If every energy in a crystal grew as the inverse square of the bond length, the gap would grow in the same proportion. Bond lengths follow the cube root of the volume when the shape is kept, so the gap would then follow $V^{-2/3}$, where $V$ is the volume per atom. Between the largest and the smallest cell of wurtzite AlN below, that factor is only 1.27. The least direct gap, the smallest step from a filled to an empty state at one and the same point of the Brillouin zone, grows by a factor of 2.21. So strong a change is natural if the gap is a small remainder of larger terms, some of which grow on compression while others stay put.

Wurtzite AlN in strained four-atom cells with unrelaxed atoms, computed with Ansatz 0.2.0 using the PBEsol functional, scalar-relativistic PAW and a plane-wave cutoff of 420 eV. The k mesh is 12×12×6, with Gaussian smearing of width 0.05 eV. Both gaps are Kohn–Sham gaps taken on this mesh, and the shortest distance is between Al and N.

| volume (Å³/atom) | c/a | shortest distance (Å) | band gap (eV) | least direct gap (eV) |
| --- | --- | --- | --- | --- |
| 8.869 | 1.5338 | 1.751 | 4.968 | 5.431 |
| 10.042 | 1.5365 | 1.827 | 4.332 | 4.332 |
| 10.424 | 1.5292 | 1.859 | 3.955 | 3.955 |
| 10.900 | 1.5302 | 1.888 | 3.586 | 3.586 |
| 11.314 | 1.5389 | 1.904 | 3.343 | 3.343 |
| 12.689 | 1.5412 | 1.980 | 2.456 | 2.456 |

**What sets the gap**

In the usual tight-binding picture, the lowest empty state at the zone centre $\Gamma$ is an antibonding mixture of Al s and N s orbitals. The highest filled state there is mostly N p, with a bonding admixture of Al p. When the atoms approach, both couplings strengthen. The antibonding state is pushed up and the bonding state down, so the gap opens from both sides. The calculation confirms the opening, but its band edges have no common zero from cell to cell, so it cannot tell how much each edge contributes.

Two coupled levels for each edge turn this picture into a formula:

$$E_g=\left(\bar s+\sqrt{\delta_s^2+W_s^2}\right)-\left(\bar p-\sqrt{\delta_p^2+W_p^2}\right).$$

Here $\bar s$ and $\bar p$ are the averages of the Al and N levels of each kind, and $\delta_s$ and $\delta_p$ are half the differences between Al and N. These belong to the atoms and are taken as fixed. The couplings $W_s$ and $W_p$ belong to the bonds and grow roughly as $1/d^2$, where $d$ is the bond length.

Two limits show what to expect. With the atoms far apart the couplings vanish, and the formula gives the Al s level minus the N p level, whatever the volume. With very strong coupling the square roots reduce to $W_s$ and $W_p$, and

$$E_g\approx(\bar s-\bar p)+W_s+W_p=-B+A\,V^{-2/3}.$$

The constant is negative because an atom's valence s level lies below its p level. This explains why the gap changes by a much larger fraction than the couplings do: a fixed amount is subtracted from a growing one.

AlN is a polar crystal and lies between the two limits, so the second formula is a guide to the shape of the curve over a limited range. It should not be read as a division of the gap into atomic and bonding parts. Continued to very large volume it would sink towards $-B$, while the full formula levels off at the value of the first limit.

**How large the effect is**

A least-squares line through the least direct gaps at 10.042, 11.314 and 12.689 Å³/atom gives $B=8.66$ eV and $A=60.5$ eV Å². All three have a direct gap, at $\Gamma$ in the two smaller cells and presumably in the largest, and nearly the same internal arrangement of atoms. The smallest cell was kept out of the fit and can serve as a test. For it $V^{-2/3}=8.869^{-2/3}=0.2334$ Å⁻², so the estimate is

$$60.46\times0.2334-8.66\approx5.45\ \text{eV}.$$

The computed least direct gap is 5.43 eV, so the line holds somewhat beyond the volumes that fixed it. Another smooth curve might do as well, so this supports the orbital picture without proving it. The calculation does not say at which point of the zone this direct gap lies. The close agreement suggests $\Gamma$ but does not prove it.

For practical use the slope matters more than the two constants. Near 10.4 Å³/atom, a volume smaller by 1 % widens the gap by about 0.08 eV. The same percentage counts for somewhat more in a dense cell than in an expanded one, as couplings that grow as $V^{-2/3}$ require. In an ultraviolet emitter made of AlN, a volume change of that size would shift the band-edge emission noticeably. A strained film also changes shape and lets its atoms relax, however, so the volume slope alone does not give its full shift.

**Why the smallest cell falls behind**

At 8.869 Å³/atom the band gap is 0.46 eV smaller than the least direct gap. The highest filled state is still at $\Gamma$, but the lowest empty state now lies elsewhere in the zone. On compression the $\Gamma$ state has risen past another conduction valley, and that valley now sets the band gap.

The table limits how fast this second valley can rise. At 10.042 Å³/atom it cannot lie below the $\Gamma$ state, at least on the mesh of points used, or the gap there would already be indirect. From that cell to the smallest one, its distance from the valence top therefore grows by at most 0.64 eV, while the least direct gap grows by 1.10 eV.

The likely reason is the pattern of signs in the wave. At $\Gamma$ every unit cell carries the same phase. In the lowest empty state there, both Al atoms of a cell are expected to share one sign and both N atoms the other. The s orbitals of all four neighbours then oppose the central one together, and the state feels the full antibonding push. Away from $\Gamma$ the phases differ from cell to cell. The s contributions then cancel in part, p orbitals mix in, and shorter bonds cost less energy. This is a standard argument; the character of the second valley was not examined here.

The practical rule is to follow the two gaps separately. The fitted line still describes the least direct gap of the smallest cell, but it overstates how fast the band gap grows once the second valley has taken over. The crossing lies somewhere between the two smallest cells, and a closer value needs more volumes. The indirect gap found here belongs to a wurtzite crystal held at a mean pressure of about 46 GPa, where AlN prefers the rocksalt structure.

**Why two cells lie slightly low**

The cells at 10.424 and 10.900 Å³/atom have gaps about 0.06 eV below the fitted line. They were built from a different starting structure, and their atoms sit differently inside the cell. In wurtzite each atom has one bond along the hexagonal axis and three slanting ones. The length of the axial bond divided by the cell height $c$ is 0.385 in these two cells and 0.382 in the other four.

The average bond length does not explain most of the shift. When the volume in the fit is replaced by the mean of $1/d^2$ over the four bonds, the two cells still lie about 0.05 eV low. The way the bonds are arranged probably matters as well as their average length.

The N p orbital that points along the axis offers a plausible reason. In unstrained AlN it forms the valence top. It is expected to do so here as well, though the character of that state was not examined. A larger axial fraction stretches the axial bond and tilts the other three towards the plane. Both changes weaken the bonding of this orbital, so it rises and narrows the gap. The sign fits, but the ratio c/a is also slightly smaller in these two cells, and the data cannot separate the two influences.

A shift of 0.06 eV is as large as the effect of a volume change of somewhat under 1 %. When small differences in gap matter, cells should therefore be compared at the same shape and the same internal positions, or each should be relaxed. None of the cells here is relaxed. Even the one at 10.424 Å³/atom, with almost no mean pressure, carries about 11 GPa of compression along the axis.

**What to carry over**

The slopes are more useful than the gaps themselves. PBEsol, like other functionals of its kind, is known to make the gap of AlN too small. For a device model, a sound course is to take the unstrained gap from a better source and use these results for its change with volume. That assumes that the missing part of the gap varies little with volume, and that relaxed cells respond much like the flattened ones used here. This series tests neither.
